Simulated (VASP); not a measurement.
# TiO₂: on-the-fly training of a machine-learned force field

TiO₂, P4_2/mnm (no. 136), 24 atoms in the cell. PBE, machine-learned force field (on-the-fly training); PAW potentials Ti, O (PBE set).

Atoms in the training cell: 24; Target temperature (K): 300; Ensemble of the training: NpT, Langevin, temperature ramp.

## Input

INCAR:
```
PREC = Normal
ENCUT = 520
EDIFF = 1E-6
ISMEAR = 0
SIGMA = 0.05
ALGO = Normal
LREAL = Auto
LASPH = T
NELM = 80
NELMIN = 4
LWAVE = F
LCHARG = F
GGA = PE
KPAR = 4
NCORE = 2
IBRION = 0
NSW = 6000
POTIM = 1.5
TEBEG = 90
TEEND = 390
ISYM = 0
MDALGO = 3
LANGEVIN_GAMMA = 10 10
ISIF = 3
RANDOM_SEED = 926504 0 0
LANGEVIN_GAMMA_L = 5
PMASS = 100
ML_LMLFF = T
ML_MODE = train
NWRITE = 0
ML_MCONF = 600
ML_MB = 1200
```

KPOINTS:
```
k-points
0
Monkhorst-Pack
  2 2 2
```

POSCAR:
```
TiO2
1.0
    4.599837323900      4.599837323900      0.000000000000
   -4.599837323900      4.599837323900      0.000000000000
    0.000000000000      0.000000000000      5.918427120000
Ti O
8 16
Direct
   -0.013867601860     -0.003407256824      0.247482152433
    0.010151392284      0.004667130014      0.751112184678
    0.491277337121      0.498486035363      0.257590656324
    0.512440995308      0.491116984116      0.737496725339
    0.504185499432      0.016685052846      0.002056787417
    0.488157204870      0.010751067050      0.488207414404
   -0.007286957160      0.500921438700     -0.007231448733
    0.003197672856      0.495979437540      0.494024446907
    0.312405256755      0.002740645707      0.233343310598
    0.296250529262     -0.004722018489      0.748244582001
    0.796046712030      0.508544492219      0.249615920849
    0.795501893393      0.495150336620      0.745983490318
    0.484043755405      0.302600303630      0.002278839238
    0.500397489035      0.319189102566      0.507264642866
   -0.011254883824      0.819125836347     -0.011169014388
    0.000500164728      0.804390288346      0.479841639531
    0.496809370501      0.695532799791      0.009752596550
    0.497108126578      0.708197527324      0.488858802441
   -0.007642209791      0.192357808587      0.014686989562
    0.019565554549      0.207832497223      0.506507638257
    0.706672605380     -0.000028108760      0.243850276194
    0.704029151969      0.009263918793      0.745979836293
    0.196771606069      0.498630236396      0.256176132413
    0.192305056581      0.501386224152      0.752457221391
```

Commands:
```
cat potpaw_PBE.64/Ti/POTCAR potpaw_PBE.64/O/POTCAR > POTCAR
# POSCAR: the crystal's sites, moved at random by about 0.06 A along each axis
mpirun -np 8 vasp_std > vasp.out
cp ML_ABN ../ML_AB.train
cp ML_FFN ../ML_FF.train
```

## Result

- MD steps with a DFT calculation: 103
- MD steps: 6000
- Force error on the training data while learning (meV/Å): 40.4
- Energy error on the training data while learning (meV/atom): 0.415
- Last threshold of the force error (eV/Å): 0.0212

Errors on the training data as learning went on:

| MD step | Energy (meV/atom) | Forces (meV/Å) | Stress (kbar) |
|---|---|---|---|
| 1 | 0.046 | 157.4 | 321.33 |
| 3 | 0.101 | 111.9 | 0.45 |
| 5 | 0.051 | 68.8 | 0.68 |
| 7 | 0.064 | 61.9 | 0.61 |
| 9 | 0.133 | 49.7 | 0.53 |
| 11 | 0.188 | 48.3 | 0.69 |
| 13 | 0.123 | 36.0 | 0.72 |
| 73 | 0.295 | 37.5 | 1.64 |
| 1659 | 0.181 | 31.9 | 1.35 |
| 2847 | 0.269 | 33.7 | 1.41 |
| 3417 | 0.248 | 35.2 | 1.43 |
| 3561 | 0.320 | 37.0 | 1.44 |
| 4276 | 0.338 | 38.6 | 1.49 |
| 4902 | 0.342 | 38.9 | 1.49 |
| 5586 | 0.367 | 39.7 | 1.44 |
| 5921 | 0.404 | 39.8 | 1.41 |

DFT calculations in each fifth of the run: 26, 6, 29, 17, 25.

ML_LOGFILE:
```
ML_LOGFILE 0.2.5

* MEMORY INFORMATION ********************

Estimated memory consumption for ML force field generation (MB):

Persistent allocations for force field  :    178.6
|
|-- CMAT for basis  :     26.2
|-- SINV for basis  :      6.6
|-- FMAT for basis  :    121.4
|-- DESC for basis  :      3.1
|-- DESC product matrix  :      3.3

Persistent allocations for ab initio data     :      1.3
|
|-- Ab initio data  :      1.3
|-- Ab initio data (new)  :      0.1

Temporary allocations for sparsification  :     62.4
|
|-- SVD matrices  :     62.3

Other temporary allocations  :     30.4
|
|-- Descriptors  :      9.5
|-- Regression  :     11.0
|-- Prediction  :      9.9

Total memory consumption  :    279.3

********************

* MACHINE LEARNING SETTINGS ********************

General settings
------------------------------------------------------------
Machine learning operation mode in strings (supertag)  :         train (I) ML_MODE
Machine learning operation mode  :             0     ML_ISTART
Machine learning force field type  :        kernel     ML_TYPE
Controls the verbosity of the output at each MD step when machine learning is used  :             1     ML_OUTPUT_MODE
[... 435 lines left out ...]

Program part                                         system clock (sec)       cpu time (sec)
---------------------------------------------------|--------------------|-------------------
Setup (file I/O, parameters,...)                   |              0.211 |              0.179
Descriptor and design matrix                       |              9.644 |              9.256
Sparsification of configurations                   |              0.835 |              0.810
Regression                                         |              1.251 |              1.179
Prediction                                         |             70.432 |             69.022
---------------------------------------------------|--------------------|-------------------
TOTAL                                              |             82.374 |             80.446

********************
```

Limits: These errors are on the data that the field was fitted to, not on fresh structures.

VASP 6.6.1 took 672 s on 8 cores (Intel Xeon 6975P-C (Granite Rapids)), a shared host.
